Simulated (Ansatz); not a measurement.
NaH under changes of volume

One of the cells (14.527 Å³/atom); the others are scaled copies at fixed shape and fractional positions:

```
Na H
1.0
     0.00000    2.44000    2.44000
     2.44000    0.00000    2.44000
     2.44000    2.44000    0.00000
Na H
1 1
Direct
  0.00000 0.00000 0.00000
  0.50000 0.50000 0.50000
```

```yaml
Program: Ansatz 0.2.0
Functional: PBEsol
Potentials_or_basis: all-electron LAPW, scalar-relativistic
Cutoff: 167 eV (chosen from the basis error)
Basis_error_allowed: 0.0005 eV/atom
k_mesh: 9 × 9 × 9
Occupations: fermi-dirac, width 0.05 eV
Spin: no spin polarisation
```

```tsv
volume (Å³/atom)	energy over the lowest point (meV/atom)	pressure (GPa)	gap on the mesh (eV)
13.655	0.00	0.2	3.93
13.946	0.16	-0.3	3.89
14.236	1.17	-0.8	3.86
14.527	2.97	-1.2	3.82
14.817	5.46	-1.6	3.79
15.108	8.60	-1.9	3.76
15.398	?	?	?
```

Problem. What does the run at 15.398 Å³/atom give?

Solution. Energy over the lowest point 12.31 meV/atom; pressure -2.2 GPa; gap on the mesh 3.72 eV.

Worked out: A Birch-Murnaghan fit of order 3 (a polynomial in V^(-2/3)) to the other rows has its minimum at 13.75 Å³/atom with B0 = V·E''(V) = 24 GPa and B' = 3.7. It gives 12.31 meV/atom at 15.398 Å³/atom, against the run's 12.31, and -dE/dV = -2.2 GPa, against -2.2. A straight line through the other rows of the gap, of slope -1.68 eV per unit of ln V, extrapolates to 3.73 eV, against the run's 3.72.

Energies are extrapolated to zero smearing.

Caveats: an odd mesh through Γ misses points on the zone boundary, where band edges often lie.
